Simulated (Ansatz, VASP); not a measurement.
**Sc in VASP and in Ansatz**

File INCAR:

```
PREC = Accurate
ENCUT = 520
EDIFF = 1E-7
ISMEAR = -1
SIGMA = 0.05
LREAL = F
LASPH = T
NELM = 80
ALGO = Normal
ISIF = 2
LWAVE = F
LCHARG = F
GGA = PE
NBANDS = 12
```

File KPOINTS:

```
regular mesh
0
Gamma
  10 10 10
```

POSCAR

```
Sc
1.0
    0.0000000000      2.2294557152      2.2294557152
    2.2294557152      0.0000000000      2.2294557152
    2.2294557152      2.2294557152      0.0000000000
Sc
1
Direct
    0.0000000000      0.0000000000      0.0000000000
```

Contents of input.yaml:

```yaml
crystal:
  lattice:
    - [0.0, 2.2294557152, 2.2294557152]
    - [2.2294557152, 0.0, 2.2294557152]
    - [2.2294557152, 2.2294557152, 0.0]
  atoms:
    - { symbol: Sc, position: [0.0, 0.0, 0.0] }
hamiltonian:
  xc: pbe
  pseudopotentials: { kind: paw }
kpoints:
  mp_grid: { grid: [10, 10, 10] }
scf:
  occupations: { method: fermi_dirac, width: 0.05 }
output:
  forces: true
  stress: true
  eigenvalues: true
  write_density: true
  write_potential: true
  elf: true
  volumetric_format: npy
```

Change from the starting cell: volume scaled by 0.96.

Alike in both runs: task single point; functional PBE; k mesh 10 × 10 × 10; occupations fermi-dirac, width 0.05 eV; no spin polarisation.

```csv
,VASP,Ansatz
version,VASP 6.6.1,Ansatz 0.2.0
potentials or method,"VASP PAW PBE potentials, release 64 (Sc_sv)",Ansatz PAW
plane-wave cutoff (eV),520,420
valence electrons in the cell,11,11
```

```tsv
	VASP	Ansatz	Ansatz less VASP
gap on the k mesh at the Fermi level (eV)	none	none	-
pressure (GPa)	6.6	6.5	-0.05
```

A gap of «none» marks a metal or a gap that the smearing closes.
